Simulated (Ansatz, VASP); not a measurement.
One calculation of Ru, two programs

File INCAR:

```
SYSTEM = Ru
ALGO = Fast
EDIFF = 1E-6
ENCUT = 520
GGA = PS
ISIF = 2
ISMEAR = 0
LASPH = .True.
LCHARG = .False.
LREAL = .False.
LWAVE = .False.
NBANDS = 21
NELM = 60
PREC = Accurate
SIGMA = 0.15
```

Contents of KPOINTS:

```
k-points
0
Gamma
  21 21 12
  0 0 0
```

Contents of POSCAR:

```
Ru
1.0
    2.8202142979      0.0000000000      0.0000000000
   -1.4101071489      2.4423772261      0.0000000000
    0.0000000000      0.0000000000      4.1152567034
Ru
2
Direct
    0.3333333333      0.6666666667      0.2500000000
    0.6666666667      0.3333333333      0.7500000000
```

Input for Ansatz:

```yaml
crystal:
  lattice:
    - [2.8202142979, 0.0, 0.0]
    - [-1.4101071489, 2.4423772261, 0.0]
    - [0.0, 0.0, 4.1152567034]
  atoms:
    - { symbol: Ru, position: [0.3333333333, 0.6666666667, 0.25] }
    - { symbol: Ru, position: [0.6666666667, 0.3333333333, 0.75] }
basis:
  ecutwfc: 420
kpoints:
  mp_grid: { grid: [21, 21, 12] }
hamiltonian:
  xc: pbesol
  pseudopotentials: { kind: paw, azcp: { folder: soft_1 } }
scf:
  occupations: { method: gaussian, width: 0.15 }
output:
  forces: true
  stress: true
  eigenvalues: true
```

Alike in both runs: task single point; functional PBEsol; k mesh 21 × 21 × 12; occupations gaussian, width 0.15 eV; no spin polarisation.

```csv
,VASP,Ansatz
version,VASP 6.6.1,Ansatz 0.2.0
potentials or method,"VASP PAW PBE potentials, release 64 (Ru_pv)","scalar-relativistic, plane waves, PAW"
plane-wave cutoff (eV),520,420
valence electrons in the cell,28,32
```

```csv
,VASP,Ansatz,Ansatz less VASP
gap on the k mesh at the Fermi level (eV),none,none,-
pressure (GPa),-15.7,-15.6,+0.14
largest component of the traceless stress (GPa),18.61,18.65,+0.040
```

A gap of «none» marks a metal or a gap that the smearing closes. The two sets of potentials don't hold the same shells in valence. Ansatz warned: «pseudo_functional_mismatch».

Caveats: so large a pressure means that the cell lies far from this level's equilibrium, or that cutoff or potentials fall short (VASP); the potentials were made for another functional, which shifts forces and pressure (VASP).
